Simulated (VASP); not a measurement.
## NaI: single point with r2SCAN

NaI:

```
Na I
1.0
    -0.09212    3.54319    3.54319
     3.54319   -0.09212    3.54319
     3.45107    3.45107    0.00000
Na I
1 1
Direct
  0.99417 0.99417 0.00583
  0.25583 0.25583 0.24417
```

The cell was built by a generator and needn't be a form met in nature.

The cell isn't the ideal one: shear_xy strain -5.2%.

| Property | Result |
| --- | --- |
| Program | VASP 6.6.1 |
| Task | single point |
| Functional | r2SCAN |
| Potentials or basis | VASP PAW PBE potentials, release 64 (Na_pv, I) |
| Cutoff | 520 eV |
| k mesh | 6 × 6 × 6 |
| Occupations | gaussian, width 0.01 eV |
| Spin | no spin polarisation |
| Dipole correction | no |
| Further INCAR settings | ALGO = Normal; EDIFF = 1e-06; NBANDS = 14 |

```yaml
Pressure: -0.1 GPa
Band_gap_on_the_k_mesh: 4.33 eV, direct
```

Forces in eV/Å, atoms in the order of the input:
```
Na   0.000  0.000 -0.002
I    0.000  0.000  0.002
```

Stress tensor (GPa, compression positive):
```
-0.07  0.16  0.00
 0.16 -0.07  0.00
 0.00  0.00 -0.09
```

Levels at points of the mesh, in eV from the valence-band top:
```
           k point  band 5  band 6  band 7  band 8  band 9  band 10
(0.00, 0.00, 0.00)   -0.15   -0.08    0.00    4.33    8.25     8.49
(0.50, 0.00, 0.00)   -1.31   -0.21   -0.13    6.04    8.01     8.15
(0.50, 0.50, 0.00)   -1.20   -0.58   -0.37    5.47    6.79     9.76
(0.00, 0.00, 0.50)   -1.29   -0.28   -0.22    5.98    7.96     8.11
(0.50, 0.00, 0.50)   -1.20   -0.48   -0.48    5.48    6.77     9.73
```

It took 2.1 min on 1 thread of Intel(R) Xeon(R) Platinum 8488C (Sapphire Rapids), with other jobs on the host, peak memory 0.27 GiB.

Caveat: the PAW data sets were made with another functional, which shifts forces and pressure a little; spin-orbit coupling is left out, which moves the levels of the heavy elements.
